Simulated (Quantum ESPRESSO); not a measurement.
# Ag in Quantum ESPRESSO: notebook, part 3 of 3

Quantum ESPRESSO 7.5. The steps go on from the part before.

### 7 Work function, PBE

pw.in

```
&CONTROL
  calculation = 'scf'
  prefix = 'pwscf'
  outdir = './tmp'
  pseudo_dir = './pseudo'
  tprnfor = .true.
  disk_io = 'low'
/
&SYSTEM
  ibrav = 0
  celldm(1) = 8
  nat = 6
  ntyp = 1
  ecutwfc = 82
  nbnd = 73
  occupations = 'smearing'
  smearing = 'fd'
  degauss = 0.00367493
/
&ELECTRONS
  conv_thr = 6d-09
  electron_maxstep = 150
  mixing_beta = 0.3
  mixing_mode = 'local-TF'
/
ATOMIC_SPECIES
Ag   107.8682 Ag.upf
CELL_PARAMETERS alat
  0.6921117397114   0.0000000000000   0.0000000000000
 -0.3460558698487   0.5993863488435   0.0000000000000
  0.0000000000000   0.0000000000000   6.3719202764725
ATOMIC_POSITIONS crystal
Ag     0.6666666667    0.3333333334    0.2780352178
Ag     0.3333333333    0.6666666666    0.3668211307
Ag     0.6666666667    0.3333333334    0.4556070436
Ag     0.3333333333    0.6666666666    0.5443929564
Ag     0.6666666667    0.3333333334    0.6331788693
Ag     0.3333333333    0.6666666666    0.7219647822
K_POINTS automatic
10 10 1 0 0 0
```

pp_density.in

```
&INPUTPP
  prefix = 'pwscf'
  outdir = './tmp'
  filplot = 'density.dat'
  plot_num = 0
/
&PLOT
  nfile = 1
  filepp(1) = 'density.dat'
  iflag = 3
  output_format = 6
  fileout = 'density.cube'
/
```

pp_potential.in

```
&INPUTPP
  prefix = 'pwscf'
  outdir = './tmp'
  filplot = 'potential.dat'
  plot_num = 11
/
&PLOT
  nfile = 1
  filepp(1) = 'potential.dat'
  iflag = 3
  output_format = 6
  fileout = 'potential.cube'
/
```

pp_elf.in

```
&INPUTPP
  prefix = 'pwscf'
  outdir = './tmp'
  filplot = 'elf.dat'
  plot_num = 8
/
&PLOT
  nfile = 1
  filepp(1) = 'elf.dat'
  iflag = 3
  output_format = 6
  fileout = 'elf.cube'
/
```

Potentials or basis: PseudoDojo 0.4.1 SR PBE standard.

Started as:

```sh
$ OMP_NUM_THREADS=1 mpirun -n 2 pw.x -nk 2 -in pw.in > pw.out
$ OMP_NUM_THREADS=1 mpirun -n 1 pp.x -in pp_density.in > pp_density.out
$ OMP_NUM_THREADS=1 mpirun -n 1 pp.x -in pp_potential.in > pp_potential.out
$ OMP_NUM_THREADS=1 mpirun -n 1 pp.x -in pp_elf.in > pp_elf.out
```

pw.out:

```text
This program is part of the open-source Quantum ESPRESSO suite
     for quantum simulation of materials; please cite
[... 6 lines left out ...]
     using ibrav=0 with symmetry is DISCOURAGED, use correct ibrav instead

     K-points division:     npool     =       2
     Subspace diagonalization in iterative solution of the eigenvalue problem:
     a serial algorithm will be used

     G-vector sticks info
     --------------------
     sticks:   dense  smooth     PW     G-vecs:    dense   smooth      PW
     Sum         685     685    199               135569   135569   21225

     Using Slab Decomposition

     bravais-lattice index     =            0
     lattice parameter (alat)  =       8.0000  a.u.
     unit-cell volume          =    1353.3912 (a.u.)^3
     number of atoms/cell      =            6
     number of atomic types    =            1
     number of electrons       =       114.00
     number of Kohn-Sham states=           73
     kinetic-energy cutoff     =      82.0000  Ry
     charge density cutoff     =     328.0000  Ry
     scf convergence threshold =      6.0E-09
     mixing beta               =       0.3000
     number of iterations used =            8  local-TF  mixing
     Exchange-correlation= PBE
                           (   1   4   3   4   0   0   0)

     celldm(1)=   8.000000  celldm(2)=   0.000000  celldm(3)=   0.000000
     celldm(4)=   0.000000  celldm(5)=   0.000000  celldm(6)=   0.000000

     crystal axes: (cart. coord. in units of alat)
               a(1) = (   0.692112   0.000000   0.000000 )
               a(2) = (  -0.346056   0.599386   0.000000 )
               a(3) = (   0.000000   0.000000   6.371920 )

     reciprocal axes: (cart. coord. in units 2 pi/alat)
               b(1) = (  1.444853  0.834186 -0.000000 )
               b(2) = (  0.000000  1.668373  0.000000 )
               b(3) = (  0.000000 -0.000000  0.156939 )

     PseudoPot. # 1 for Ag read from file:
     Ag.upf
     Pseudo is Norm-conserving + core correction, Zval = 19.0
     Generated using ONCVPSP code by D. R. Hamann
     Using radial grid of 1538 points,  6 beta functions with:
                l(1) =   0
                l(2) =   0
                l(3) =   1
                l(4) =   1
                l(5) =   2
                l(6) =   2

     atomic species   valence    mass     pseudopotential
     Ag               19.00   107.86820     Ag( 1.00)

     12 Sym. Ops., with inversion, found

   Cartesian axes

     site n.     atom                  positions (alat units)
         1        Ag     tau(   1) = (   0.3460559   0.1997954   1.7716182  )
         2        Ag     tau(   2) = (   0.0000000   0.3995909   2.3373550  )
         3        Ag     tau(   3) = (   0.3460559   0.1997954   2.9030918  )
         4        Ag     tau(   4) = (   0.0000000   0.3995909   3.4688285  )
         5        Ag     tau(   5) = (   0.3460559   0.1997954   4.0345653  )
         6        Ag     tau(   6) = (   0.0000000   0.3995909   4.6003020  )

     number of k points=    14  Fermi-Dirac smearing, width (Ry)=  0.0037
                       cart. coord. in units 2pi/alat
        k(    1) = (   0.0000000   0.0000000   0.0000000), wk =   0.0200000
        k(    2) = (   0.0000000   0.1668373   0.0000000), wk =   0.1200000
        k(    3) = (   0.0000000   0.3336746   0.0000000), wk =   0.1200000
        k(    4) = (   0.0000000   0.5005119   0.0000000), wk =   0.1200000
        k(    5) = (   0.0000000   0.6673492   0.0000000), wk =   0.1200000
        k(    6) = (   0.0000000  -0.8341865   0.0000000), wk =   0.0600000
        k(    7) = (   0.1444853   0.2502559   0.0000000), wk =   0.1200000
        k(    8) = (   0.1444853   0.4170932   0.0000000), wk =   0.2400000
        k(    9) = (   0.1444853   0.5839305   0.0000000), wk =   0.2400000
        k(   10) = (   0.1444853   0.7507678   0.0000000), wk =   0.2400000
        k(   11) = (   0.2889707   0.5005119   0.0000000), wk =   0.1200000
        k(   12) = (   0.2889707   0.6673492   0.0000000), wk =   0.2400000
        k(   13) = (   0.2889707   0.8341865   0.0000000), wk =   0.1200000
        k(   14) = (   0.4334560   0.7507678   0.0000000), wk =   0.1200000

     Dense  grid:   135569 G-vectors     FFT dimensions: (  32,  32, 300)

     Initial potential from superposition of free atoms

     starting charge     113.9972, renormalised to     114.0000

     negative rho (up, down):  1.916E-05 0.000E+00
     Starting wfcs are   60 randomized atomic wfcs +   13 random wfcs

     Self-consistent Calculation

     iteration #  1     ecut=    82.00 Ry     beta= 0.30
     Davidson diagonalization with overlap
     ethr =  1.00E-02,  avg # of iterations =  6.8

     Threshold (ethr) on eigenvalues was too large:
     Diagonalizing with lowered threshold

     Davidson diagonalization with overlap
     ethr =  2.84E-04,  avg # of iterations =  2.6

     total energy              =   -1860.20167551 Ry
     estimated scf accuracy    <       0.33211531 Ry

     iteration #  2     ecut=    82.00 Ry     beta= 0.30
     Davidson diagonalization with overlap
     ethr =  2.91E-04,  avg # of iterations =  1.1
[... 71 lines left out ...]
     total energy              =   -1860.17071133 Ry
     estimated scf accuracy    <          9.3E-09 Ry

     iteration # 13     ecut=    82.00 Ry     beta= 0.30
     Davidson diagonalization with overlap
     ethr =  8.18E-12,  avg # of iterations =  2.0

     End of self-consistent calculation

          k = 0.0000 0.0000 0.0000 ( 16761 PWs)   bands (ev):

   -85.1640 -85.1640 -85.1083 -85.1014 -84.9959 -84.9959 -48.6720 -48.6592
   -48.6008 -48.5859 -48.5859 -48.5858 -48.5858 -48.5452 -48.5252 -48.5252
   -48.5148 -48.5148 -48.4510 -48.4508 -48.4268 -48.4268 -48.4268 -48.4268
    -0.5543  -0.0879   0.5195   0.6584   0.7877   0.8463   2.0634   2.0839
     2.1192   2.1192   2.1638   2.1638   2.1769   2.1769   2.2698   2.2991
     2.2991   2.3940   2.3940   2.4242   2.4242   2.8548   2.8548   3.0679
     3.0679   3.0809   3.3227   3.3227   3.5231   3.5231   3.6249   3.6249
     3.6799   3.6799   4.4898   6.2339   6.9077  10.6782  10.8226  11.8544
    12.0778  13.9404  14.0630  16.3927  16.7321  19.2718  19.7085  21.9993
    22.2138
[... 42 lines left out ...]
   -85.1554 -85.1554 -85.0981 -85.0951 -84.9875 -84.9875 -48.6858 -48.6842
   -48.6514 -48.6443 -48.6176 -48.6109 -48.6107 -48.6088 -48.5742 -48.5553
   -48.5513 -48.5360 -48.5189 -48.5188 -48.4508 -48.4508 -48.4439 -48.4439
     0.7660   0.7819   0.8378   0.9172   1.0523   1.1141   1.3270   1.4898
     1.5063   1.5960   1.9340   2.2403   2.3136   2.4512   2.6020   2.8040
     2.8106   3.1478   3.1788   3.2479   3.4877   3.5868   3.6258   3.6583
     3.6758   3.7277   3.7722   3.8027   3.8471   3.8683   5.0744   5.2827
     5.9685   7.0675   8.4236   9.8367  11.4205  11.6314  12.2417  12.4171
    13.3099  13.5529  14.1253  14.6983  15.1842  15.7780  16.4246  17.5856
    17.6802

          k = 0.0000-0.8342 0.0000 ( 17006 PWs)   bands (ev):

   -85.1545 -85.1545 -85.0969 -85.0946 -84.9866 -84.9866 -48.6956 -48.6943
   -48.6546 -48.6459 -48.6195 -48.6145 -48.6135 -48.6133 -48.5740 -48.5586
   -48.5540 -48.5383 -48.5282 -48.5281 -48.4533 -48.4533 -48.4432 -48.4432
     0.6970   0.7123   0.7506   0.8210   0.9509   1.0587   1.2404   1.4250
     1.4278   1.5440   1.8948   2.1941   2.2636   2.4179   2.6894   2.7928
     2.9376   3.1953   3.3160   3.3768   3.5238   3.7331   3.7660   3.7730
     3.8180   3.8410   3.9022   3.9495   3.9949   3.9963   6.9086   7.0913
     7.5160   7.9642   8.1767   8.2184  10.9334  10.9607  11.6861  11.7581
    12.7570  12.9289  13.7490  15.6999  15.8896  16.3583  16.6885  17.0403
    17.5011
[... 94 lines left out ...]
   -85.1535 -85.1535 -85.0952 -85.0943 -84.9856 -84.9856 -48.6725 -48.6722
   -48.6527 -48.6517 -48.6416 -48.6396 -48.6065 -48.5987 -48.5932 -48.5781
   -48.5614 -48.5578 -48.5075 -48.5075 -48.4887 -48.4887 -48.4421 -48.4421
     1.1444   1.2719   1.3516   1.4338   1.4854   1.5885   1.6919   1.7002
     1.7684   1.8479   1.9817   2.1745   2.2101   2.2601   2.2613   2.4603
     2.4677   2.6458   2.6548   2.7803   2.7929   2.9231   3.2385   3.4202
     3.4531   3.5581   3.5930   3.7004   3.7718   3.7729   8.3746   8.7871
     9.4907  10.3624  10.6711  10.8828  11.0491  11.5913  12.1270  12.1998
    12.4625  13.2111  13.3820  13.4900  14.5076  14.6281  15.0242  15.6528
    16.0995

     the Fermi energy is     6.6805 ev

!    total energy              =   -1860.17071134 Ry
     estimated scf accuracy    <          5.0E-09 Ry
     smearing contrib. (-TS)   =      -0.00227273 Ry
     internal energy E=F+TS    =   -1860.16843860 Ry

     The total energy is F=E-TS. E is the sum of the following terms:
     one-electron contribution =  -12445.40636563 Ry
     hartree contribution      =    6243.52085128 Ry
     xc contribution           =    -277.81327043 Ry
     ewald contribution        =    4619.53034617 Ry

     convergence has been achieved in  13 iterations

     Forces acting on atoms (cartesian axes, Ry/au):

     atom    1 type  1   force =     0.00000000    0.00000000   -0.00033182
     atom    2 type  1   force =     0.00000000    0.00000000    0.00186390
     atom    3 type  1   force =     0.00000000    0.00000000   -0.00188637
     atom    4 type  1   force =     0.00000000    0.00000000    0.00188637
     atom    5 type  1   force =     0.00000000    0.00000000   -0.00186390
     atom    6 type  1   force =     0.00000000   -0.00000000    0.00033182

     Total force =     0.003780     Total SCF correction =     0.000540
     SCF correction compared to forces is large: reduce conv_thr to get better values

=------------------------------------------------------------------------------=
   JOB DONE.
=------------------------------------------------------------------------------=
```

Wall time 8.8 min (2 MPI ranks of Intel Xeon at 2.50GHz (Skylake/Cascade Lake), shared host); peak memory 0.82 GiB.

Results:

```yaml
Free_energy: -25308.9119 eV
Largest_force: 0.049 eV/Å
Band_gap_on_the_k_mesh: none (metal or under the smearing width)
Work_function_of_the_upper_face: 4.50 eV
Work_function_of_the_lower_face: 4.50 eV
```

Forces on the atoms (eV/Å):
```
Ag   0.000  0.000 -0.009
Ag   0.000  0.000  0.048
Ag   0.000  0.000 -0.049
Ag   0.000  0.000  0.049
Ag   0.000  0.000 -0.048
Ag   0.000  0.000  0.009
```

Levels at points of the mesh, in eV from the Fermi level:
| k point | band 56 | band 57 | band 58 | band 59 | band 60 | band 61 |
| --- | --- | --- | --- | --- | --- | --- |
| (0.00, 0.00, 0.00) | -3.06 | -3.00 | -3.00 | -2.19 | -0.45 | 0.23 |
| (0.00, -0.50, 0.00) | 0.41 | 0.84 | 1.28 | 1.50 | 1.54 | 4.25 |
